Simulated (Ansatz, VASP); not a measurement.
# One calculation of SrO, two programs

```xyz
2
Lattice="0.0000 2.6036 2.6036 2.6036 0.0000 2.6036 2.6036 2.6036 0.0000" Properties=species:S:1:pos:R:3 pbc="T T T"
Sr    0.0000    0.0000    0.0000
O     2.6036    2.6036    2.6036
```

Change from the starting cell: volume scaled by 1.04, PAW files.

Alike in both runs: task electric field gradients; functional LDA; k mesh 8 × 8 × 8; occupations fermi-dirac, width 0.02 eV; no spin polarisation.

|  | VASP | Ansatz |
| --- | --- | --- |
| version | VASP 6.6.1 | Ansatz 0.2.0 |
| potentials or method | VASP PAW LDA potentials, release 64 (Sr_sv, O) | PAW with Ansatz's default frozen-core files, scalar-relativistic |
| plane-wave cutoff (eV) | 520 | 420 |
| valence electrons in the cell | 16 | 16 |

|  | VASP | Ansatz | Ansatz less VASP |
| --- | --- | --- | --- |
| gap on the k mesh at the Fermi level (eV) | 3.12 | 3.18 | +0.055 |
| pressure (GPa) | -6.6 | -7.2 | -0.58 |
| Vzz of the field gradient on the site that differs most (V/Å²) | 0.0 | 0.0 | 0.00 |

Ansatz warned: «gradients_without_spin_orbit».

A k mesh can miss the band edges.
